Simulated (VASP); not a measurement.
A run of VASP 6.6.1 is set up as follows.

Contents of INCAR:

```
SYSTEM = KBr
ALGO = Normal
EDIFF = 1E-7
EDIFFG = -0.01
ENCUT = 600
GGA = PS
IBRION = 2
ISIF = 2
ISMEAR = 0
LASPH = .True.
LCHARG = .False.
LREAL = .False.
LWAVE = .False.
NELM = 80
NSW = 40
PREC = Accurate
SIGMA = 0.03
```

File KPOINTS:

```
k-points
0
Gamma
  8 8 8
  0 0 0
```

Contents of POSCAR:

```
KBr                                     
1.0
    0.0000000000      3.2798924877      3.2798924877
    3.2798924877      0.0000000000      3.2798924877
    3.2798924877      3.2798924877      0.0000000000
  K               Br            
     1     1
Direct
     0.0000000000000000    0.0000000000000000    0.0000000000000000
     0.5000000000000000    0.5000000000000000    0.5000000000000000
```

Potentials or basis: VASP PAW PBE potentials, release 64 (K_sv, Br).

Command:

```bash
$ cat potpaw_PBE.64/K_sv/POTCAR potpaw_PBE.64/Br/POTCAR > POTCAR
$ mpirun -np 1 vasp_std > vasp.out
```

Question: Predict the band gap on the k mesh.

Answer: 4.32 eV, direct.

Final structure:
```
K Br
1.0
     0.00000    3.27989    3.27989
     3.27989    0.00000    3.27989
     3.27989    3.27989    0.00000
K Br
1 1
Direct
  0.00000 0.00000 0.00000
  0.50000 0.50000 0.50000
```

Caveat: the relaxation stopped at its first step, so nothing moved. A k mesh can miss the band edges.
